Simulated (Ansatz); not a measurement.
# Sn, one cell by several methods

```
CELL_PARAMETERS angstrom
0.06491 3.27806 3.27806
3.27806 0.06491 3.27806
3.27806 3.27806 0.06491
ATOMIC_POSITIONS crystal
Sn 0.50000 0.50000 0.50000
Sn 0.75000 0.75000 0.75000
```

Atom numbers follow the list: Sn1, Sn2.

The cell is COD entry 9008568, as deposited and not checked against the literature; nothing was relaxed. The listed cell was then made from it by scaling, straining or moving an atom.

Spin–orbit coupling is left out, though it moves levels of the heavy atoms by tenths of an eV or more.

Levels of theory: DFT, PBE, PAW with Ansatz's default frozen-core files, scalar-relativistic (Ansatz 0.2.0); DFT, PBE, all-electron LAPW, scalar-relativistic (Ansatz 0.2.0).

For PAW: a Γ-centred 9×9×9 k mesh, Fermi–Dirac smearing of 0.03 eV, cutoff 420 eV, no spin polarisation. LAPW targets a basis error of 0.25 meV/atom. The Ansatz runs share mesh, smearing and spin set-up. Plane-wave (PAW) pressures include the program's estimate of the Pulay term.

Stress and pressure are positive in compression.

The change that made this cell: equal xy, yz and zx engineering shear strains of +2 %.

PAW results:

```tsv
quantity	PAW
pressure (GPa)	3.29
stress yz (GPa)	-1.02
stress xz (GPa)	-1.02
stress xy (GPa)	-1.02
force on Sn1, x (eV/Å)	0.178
```

Question: What does all-electron LAPW give for the same quantities?

Answer: 
```tsv
quantity	LAPW
pressure (GPa)	3.29
stress yz (GPa)	-1.02
stress xz (GPa)	-1.02
stress xy (GPa)	-1.02
force on Sn1, x (eV/Å)	0.178
```
